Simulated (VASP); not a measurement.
# Be (I4/mmm) in VASP: further runs

One crystal, Be, is run at these levels: PBEsol; tasks: single point.

Program: VASP 6.6.1. These are calculated values, not measurements. Logs are shortened: lines on timing, memory, paths and dates and some standing lists are left out, and cuts for length are marked.

**1. Starting point**

The structure is tetragonal, space group I4/mmm (No. 139). Conventional cell: a = 2.577 Å, b = 2.577 Å, c = 2.371 Å, α = 90.00°, β = 90.00°, γ = 90.00°. Be (site symmetry 4/mmm) is surrounded by 10 Be at 2.17 to 2.37 Å.

This isn't the form of Be at room conditions, which is hcp.

**2. Single point, PBEsol**

File INCAR:

```
ALGO = Normal ; EDIFF = 1E-7
ENCUT = 520 ; GGA = PS
ISIF = 2 ; ISMEAR = 0
LASPH = True ; LCHARG = False
LREAL = False ; LWAVE = False
NBANDS = 7 ; NELM = 100
PREC = Accurate ; SIGMA = 0.15
```

File KPOINTS:

```
k-points
0
Gamma
  30 30 30
```

File POSCAR:

```
Be
1.0
   -1.2884385647      1.2884385647      1.1853634795
    1.2884385647     -1.2884385647      1.1853634795
    1.2884385647      1.2884385647     -1.1853634795
Be
1
Direct
    0.0000000000      0.0000000000      0.0000000000
```

Potentials or basis: VASP PAW PBE potentials, release 64 (Be).

Command:

```bash
$ cat potpaw_PBE.64/Be/POTCAR > POTCAR
$ mpirun -np 1 vasp_std > vasp.out
```

OUTCAR:

```text
EDIFF = 1E-7
   ENCUT = 520
   GGA = PS
   ISIF = 2
   ISMEAR = 0
   LASPH = True
   LREAL = False
   NELM = 100
   PREC = Accurate

 ion  position               nearest neighbor table
   1  0.000  0.000  0.000-

  LATTYP: Found a body centered tetragonal cell.
 ALAT       =     2.5768771294
 C/A-ratio  =     0.9200000000

  Lattice vectors:

 A1 = (  -1.2884385647,   1.2884385647,   1.1853634795)
 A2 = (   1.2884385647,  -1.2884385647,   1.1853634795)
 A3 = (   1.2884385647,   1.2884385647,  -1.1853634795)

Analysis of symmetry for initial positions (statically):
=====================================================================
 Subroutine PRICEL returns:
 Original cell was already a primitive cell.

 Routine SETGRP: Setting up the symmetry group for a
 body centered tetragonal supercell.

 Subroutine GETGRP returns: Found 16 space group operations
 (whereof 16 operations were pure point group operations)
 out of a pool of 16 trial point group operations.

The static configuration has the point symmetry D_4h.

Analysis of symmetry for dynamics (positions and initial velocities):
=====================================================================
 Subroutine PRICEL returns:
 Original cell was already a primitive cell.

 Routine SETGRP: Setting up the symmetry group for a
 body centered tetragonal supercell.

 Subroutine GETGRP returns: Found 16 space group operations
 (whereof 16 operations were pure point group operations)
 out of a pool of 16 trial point group operations.

The dynamic configuration has the point symmetry D_4h.

 Subroutine INISYM returns: Found 16 space group operations
 (whereof 16 operations are pure point group operations),
 and found     1 'primitive' translations

----------------------------------------------------------------------------------------

                                     Primitive cell

  volume of cell :       7.8712

  direct lattice vectors                    reciprocal lattice vectors
    -1.288438565  1.288438565  1.185363480     0.000000000  0.388066621  0.421811544
     1.288438565 -1.288438565  1.185363480     0.388066621  0.000000000  0.421811544
     1.288438565  1.288438565 -1.185363480     0.388066621  0.388066621  0.000000000

  length of vectors
     2.173760440  2.173760440  2.173760440     0.573167237  0.573167237  0.548809078

  position of ions in fractional coordinates (direct lattice)
     0.000000000  0.000000000  0.000000000

  ion indices of the primitive-cell ions
   primitive index   ion index
                 1           1

----------------------------------------------------------------------------------------

 KPOINTS: k-points

Automatic generation of k-mesh.
 Grid dimensions read from file:
 generate k-points for:   30   30   30

 Generating k-lattice:

  Cartesian coordinates                     Fractional coordinates (reciprocal lattice)
     0.000000000  0.012935554  0.014060385     0.033333333  0.000000000  0.000000000
     0.012935554  0.000000000  0.014060385     0.000000000  0.033333333  0.000000000
     0.012935554  0.012935554  0.000000000     0.000000000  0.000000000  0.033333333

  Length of vectors
     0.019105575  0.019105575  0.018293636

  Shift w.r.t. Gamma in fractional coordinates (k-lattice)
     0.000000000  0.000000000  0.000000000

 Subroutine IBZKPT returns following result:
 ===========================================

 Found   1992 irreducible k-points:

 Following reciprocal coordinates:
            Coordinates               Weight
  0.000000  0.000000  0.000000      1.000000
  0.033333  0.000000  0.000000      8.000000
  0.066667  0.000000  0.000000      8.000000
  0.100000  0.000000  0.000000      8.000000
  0.133333  0.000000  0.000000      8.000000
  0.166667  0.000000 -0.000000      8.000000
[... 16 lines left out ...]
  0.233333  0.033333  0.000000     16.000000
  0.266667  0.033333 -0.000000     16.000000
 [... further k-points ...]
   k-points           NKPTS =   1992   k-points in BZ     NKDIM =   1992   number of bands    NBANDS=      7
   number of dos      NEDOS =    301   number of ions     NIONS =      1
   total plane-waves  NPLWV =   4096
   dimension x,y,z NGX =    16 NGY =   16 NGZ =   16
   dimension x,y,z NGXF=    32 NGYF=   32 NGZF=   32
   ions per type =               1
   NGX,Y,Z   is equivalent  to a cutoff of  12.24, 12.24, 12.24 a.u.
   NGXF,Y,Z  is equivalent  to a cutoff of  24.47, 24.47, 24.47 a.u.
 SYSTEM =  unknown system
   PREC   = accura    normal or accurate (medium, high low for compatibility)
   ISTART =      0    job   : 0-new  1-cont  2-samecut
   ICHARG =      2    charge: 1-file 2-atom 10-const
   ISPIN  =      1    spin polarized calculation?
   LNONCOLLINEAR =      F non collinear calculations
   LSORBIT =      F    spin-orbit coupling
   LASPH  =      T    aspherical Exc in radial PAW
   ENCUT  =  520.0 eV  38.22 Ry    6.18 a.u.   4.04  4.04  4.04*2*pi/ulx,y,z
   NELM   =    100;   NELMIN=  2; NELMDL= -5     # of ELM steps
   EDIFF  = 0.1E-06   stopping-criterion for ELM
   LREAL  =      F    real-space projection
   EDIFFG = 0.1E-05   stopping-criterion for IOM
   NSW    =      0    number of steps for IOM
   IBRION =     -1    ionic relax: 0-MD 1-quasi-New 2-CG
   NFREE  =      0    steps in history (QN), initial steepest desc. (CG)
   ISIF   =      2    stress and relaxation
   ISYM   =      2    0-nonsym 1-usesym 2-fastsym
   POTIM  = 0.5000    time-step for ionic-motion
   TEBEG  =    0.0;   TEEND  =   0.0 temperature during run
   PSTRESS=    0.0 pullay stress
   NELECT =       2.0000    total number of electrons
   NUPDOWN=      -1.0000    fix difference up-down
   EMIN   =  10.00;   EMAX   =-10.00  energy-range for DOS
   EFERMI =   0.00;   METHOD = LEGACY
   ISMEAR =     0;   SIGMA  =   0.15  broadening in eV -4-tet -1-fermi 0-gaus
   EFERMI_NEDOS =   21; number of points for ismear=-14 and -15
   IALGO  =     38    algorithm
   IMIX   =      4    mixing-type and parameters
     AMIX     =   0.40;   BMIX     =  1.00
     AMIX_MAG =   1.60;   BMIX_MAG =  1.00
  volume/ion in A,a.u.               =       7.87        53.12
  Fermi-wavevector in a.u.,A,eV,Ry     =   1.036904  1.959464 14.628572  1.075170
  Thomas-Fermi vector in A             =   2.171317
   LORBIT       =      0    0 simple, 1 ext, 2 COOP (PROOUT), +10 PAW based schemes
   GGA     = PS    functional components
   LHFCALC =     F    Hartree Fock is set to
   AEXX    =    0.0000 exact exchange contribution
   IVDW    =     0    specifies the selected vdW correction
   LEPSILON=     F    determine dielectric tensor
   LRPA    =     F    only Hartree local field effects (RPA)
 non-spin polarized calculation
 Gauss-broadening in eV      SIGMA  =   0.15
  energy-cutoff  :      520.00
  volume of cell :        7.87
 maximum number of plane-waves:       228
   NGX =  9   NGY =  9   NGZ =  9

 number of electron       2.0000000 magnetization

 Free energy of the ion-electron system (eV)
  ---------------------------------------------------
  ext. energy  EPLUGINS =         0.00000000
  ---------------------------------------------------
  free energy    TOTEN  =        -3.89205468 eV

  energy without entropy =       -3.88966796  energy(sigma->0) =       -3.89086132

 E-fermi :   7.7594     XC(G=0): -10.6275

 val. band max:        7.7594107191   @ k =   0.4000   0.4000   0.0667
 cond. band min:       7.7598868313   @ k =  -0.4667  -0.4667   0.0667
 fundamental gap:      0.0004761122
 Fermi energy:         7.7594373446

 k-point     1 :       0.0000    0.0000    0.0000
  band No.  band energies     occupation
      1      -4.3160      2.00000
      2      26.8374      0.00000
      3      26.8374      0.00000
      4      27.8653      0.00000
      5      36.2192      0.00000
      6      39.4549      0.00000
      7      40.0587      0.00000

 k-point     2 :       0.0333    0.0000    0.0000
  band No.  band energies     occupation
      1      -4.2759      2.00000
      2      26.6597      0.00000
      3      26.7528      0.00000
      4      27.7344      0.00000
      5      36.2430      0.00000
      6      38.6405      0.00000
      7      39.4550      0.00000

 k-point     3 :       0.0667    0.0000    0.0000
  band No.  band energies     occupation
      1      -4.1555      2.00000
      2      26.1786      0.00000
      3      26.4767      0.00000
      4      27.3444      0.00000
      5      35.9552      0.00000
      6      36.9247      0.00000
      7      39.1862      0.00000

 k-point     4 :       0.1000    0.0000    0.0000
  band No.  band energies     occupation
      1      -3.9549      2.00000
      2      25.5046      0.00000
      3      25.8873      0.00000
      4      26.7799      0.00000
      5      35.0842      0.00000
      6      35.4042      0.00000
      7      39.4697      0.00000

 k-point     5 :       0.1333    0.0000    0.0000
  band No.  band energies     occupation
      1      -3.6739      2.00000
      2      24.7391      0.00000
      3      24.7970      0.00000
      4      26.2346      0.00000
      5      33.9955      0.00000
      6      34.2882      0.00000
      7      39.3000      0.00000

 k-point     6 :       0.1667    0.0000   -0.0000
  band No.  band energies     occupation
      1      -3.3125      2.00000
      2      23.2876      0.00000
      3      23.9518      0.00000
      4      25.7253      0.00000
      5      32.9054      0.00000
      6      33.5705      0.00000
      7      39.2792      0.00000

 k-point     7 :       0.2000    0.0000    0.0000
  band No.  band energies     occupation
      1      -2.8711      2.00000
      2      21.5452      0.00000
      3      23.1859      0.00000
      4      25.2187      0.00000
      5      31.8816      0.00000
      6      33.1584      0.00000
      7      39.4332      0.00000

 k-point     8 :       0.2333    0.0000   -0.0000
  band No.  band energies     occupation
      1      -2.3504      2.00000
      2      19.7046      0.00000
      3      22.4679      0.00000
      4      24.7184      0.00000
      5      30.9481      0.00000
      6      32.9577      0.00000
      7      39.7519      0.00000

 k-point     9 :       0.2667    0.0000    0.0000
  band No.  band energies     occupation
      1      -1.7523      2.00000
      2      17.8517      0.00000
      3      21.8142      0.00000
      4      24.2392      0.00000
      5      30.1155      0.00000
      6      32.9008      0.00000
      7      40.2132      0.00000

 k-point    10 :       0.3000    0.0000   -0.0000
  band No.  band energies     occupation
      1      -1.0804      2.00000
      2      16.0401      0.00000
      3      21.2353      0.00000
      4      23.7963      0.00000
      5      29.3888      0.00000
      6      32.9422      0.00000
      7      40.7888      0.00000

 k-point    11 :       0.3333    0.0000    0.0000
  band No.  band energies     occupation
      1      -0.3417      2.00000
      2      14.3072      0.00000
      3      20.7378      0.00000
      4      23.4027      0.00000
      5      28.7711      0.00000
      6      33.0483      0.00000
      7      41.4431      0.00000
[... 51 lines left out ...]
 k-point    17 :       0.0333    0.0333    0.0000
  band No.  band energies     occupation
      1      -4.1924      2.00000
      2      26.3460      0.00000
      3      26.5952      0.00000
      4      27.4818      0.00000
      5      36.0827      0.00000
      6      37.6754      0.00000
      7      38.3791      0.00000

 k-point    18 :       0.0667    0.0333    0.0000
  band No.  band energies     occupation
      1      -4.0286      2.00000
      2      25.7831      0.00000
      3      26.1883      0.00000
      4      26.9867      0.00000
      5      35.3958      0.00000
      6      36.0467      0.00000
      7      38.6927      0.00000

 k-point    19 :       0.1000    0.0333    0.0000
  band No.  band energies     occupation
      1      -3.7845      2.00000
      2      25.0620      0.00000
      3      25.3779      0.00000
      4      26.3936      0.00000
      5      34.4166      0.00000
      6      34.7164      0.00000
      7      39.0700      0.00000

 k-point    20 :       0.1333    0.0333    0.0000
  band No.  band energies     occupation
      1      -3.4601      2.00000
      2      23.9723      0.00000
      3      24.3858      0.00000
      4      25.8349      0.00000
      5      33.3434      0.00000
      6      33.8562      0.00000
      7      38.9120      0.00000

 k-point    21 :       0.1667    0.0333   -0.0000
  band No.  band energies     occupation
      1      -3.0553      2.00000
      2      22.3547      0.00000
      3      23.5926      0.00000
      4      25.2880      0.00000
      5      32.3511      0.00000
      6      33.3077      0.00000
      7      38.9307      0.00000

 k-point    22 :       0.2000    0.0333    0.0000
  band No.  band energies     occupation
      1      -2.5708      2.00000
      2      20.5586      0.00000
      3      22.8473      0.00000
      4      24.7456      0.00000
      5      31.4510      0.00000
      6      32.9930      0.00000
      7      39.1500      0.00000

 k-point    23 :       0.2333    0.0333    0.0000
  band No.  band energies     occupation
      1      -2.0078      2.00000
      2      18.7093      0.00000
      3      22.1555      0.00000
      4      24.2211      0.00000
      5      30.6423      0.00000
      6      32.8506      0.00000
      7      39.5381      0.00000

 k-point    24 :       0.2667    0.0333   -0.0000
  band No.  band energies     occupation
      1      -1.3690      2.00000
      2      16.8765      0.00000
      3      21.5292      0.00000
      4      23.7306      0.00000
      5      29.9296      0.00000
      6      32.8328      0.00000
      7      40.0588      0.00000

 [... further k-points ...]
[... 5 lines left out ...]
  --------------------------------------------------------------------------------------
  -------------------------------------------------------------------------------------
  Total       -0.1320314     -0.1320314      0.1733620      0.0000000      0.0000000      0.0000000
  in kB      -26.8750283    -26.8750283     35.2878737      0.0000000      0.0000000      0.0000000
  external PRESSURE =      -6.1540610 kB  Pullay stress =       0.0000000 kB

 VOLUME and BASIS-vectors are now :
 -----------------------------------------------------------------------------
  energy-cutoff  :      520.00
  volume of cell :        7.87
      direct lattice vectors                 reciprocal lattice vectors
    -1.288438565  1.288438565  1.185363480     0.000000000  0.388066621  0.421811544
     1.288438565 -1.288438565  1.185363480     0.388066621  0.000000000  0.421811544
     1.288438565  1.288438565 -1.185363480     0.388066621  0.388066621  0.000000000

 POSITION                                       TOTAL-FORCE (eV/Angst)
 -----------------------------------------------------------------------------------
      0.00000      0.00000      0.00000        -0.000000      0.000000      0.000000
 -----------------------------------------------------------------------------------
    total drift:                               -0.000000      0.000000      0.000000

  FREE ENERGIE OF THE ION-ELECTRON SYSTEM (eV)
  ---------------------------------------------------
  free  energy   TOTEN  =        -3.8920546763 eV

  energy  without entropy=       -3.8896679643  energy(sigma->0) =       -3.89086132
```

It took 30 s on 1 thread of Intel Xeon Platinum 8375C at 2.90GHz (Ice Lake), shared host; peak memory 0.2 GiB.

What came out:

```yaml
Free_energy: -3.8921 eV
Pressure: -0.6 GPa
Band_gap_on_the_k_mesh: none (metal or under the smearing width)
```

Levels at points of the mesh, in eV from the Fermi level:
| k point | band 1 | band 2 | band 3 | band 4 |
| --- | --- | --- | --- | --- |
| (0.00, 0.00, 0.00) | -12.08 | 19.08 | 19.08 | 20.11 |
| (0.50, 0.00, 0.00) | -4.84 | 0.94 | 11.83 | 14.69 |
| (0.50, 0.50, 0.00) | -5.50 | -0.16 | 13.80 | 17.37 |
| (0.50, 0.50, 0.50) | 3.05 | 3.05 | 6.41 | 8.97 |

Caveat: the PAW data sets were made with another functional, which shifts forces and pressure a little.

(Part 1 of 2 ends here.)
